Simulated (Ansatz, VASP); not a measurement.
W in VASP and in Ansatz

The input INCAR:

```
SYSTEM = W
ALGO = Normal ; EDIFF = 1E-6
ENCUT = 520 ; GGA = PS
ISIF = 2 ; ISMEAR = 0
LASPH = .True. ; LCHARG = .False.
LREAL = .False. ; LWAVE = .False.
NBANDS = 13 ; NELM = 60
PREC = Accurate ; SIGMA = 0.15
```

KPOINTS

```
k-points
0
Gamma
  20 20 20
  0 0 0
```

File POSCAR:

```
W
1.0
    0.0000000000      2.0909000000      2.0909000000
    2.0909000000      0.0000000000      2.0909000000
    2.0909000000      2.0909000000      0.0000000000
W
1
Direct
    0.0000000000      0.0000000000      0.0000000000
```

Input for Ansatz:

```yaml
crystal:
  lattice:
    - [0.0, 2.0909, 2.0909]
    - [2.0909, 0.0, 2.0909]
    - [2.0909, 2.0909, 0.0]
  atoms:
    - { symbol: W, position: [0.0, 0.0, 0.0] }
basis:
  ecutwfc: 420
kpoints:
  mp_grid: { grid: [20, 20, 20] }
hamiltonian:
  xc: pbesol
scf:
  occupations: { method: gaussian, width: 0.15 }
output:
  forces: true
  stress: true
  eigenvalues: true
```

Change from the starting cell: strain +0.030 along x and y, +0.030 along z, atoms carried along.

Alike in both runs: task single point; functional PBEsol; k mesh 20 × 20 × 20; occupations gaussian, width 0.15 eV; no spin polarisation.

|  | VASP | Ansatz |
| --- | --- | --- |
| version | VASP 6.6.1 | Ansatz 0.2.0 |
| potentials or method | VASP PAW PBE potentials, release 64 (W_sv) | scalar-relativistic, plane waves, PAW |
| plane-wave cutoff (eV) | 520 | 420 |
| valence electrons in the cell | 14 | 14 |

Ansatz gave:

* gap on the k mesh at the Fermi level (eV): none
* pressure (GPa): -30.7

What did VASP give for the same quantities?

gap on the k mesh at the Fermi level (eV): none; pressure (GPa): -30.5.

A gap of «none» marks a metal or a gap that the smearing closes. With one functional, cell and mesh, what is left measures potentials, basis and numerics.

Caveats: the cell as given lies far from equilibrium; so large a pressure means that the cell lies far from this level's equilibrium, or that cutoff or potentials fall short (VASP); the potentials were made for another functional, which shifts forces and pressure (VASP). Spin-orbit coupling is left out, which matters for the levels of W.
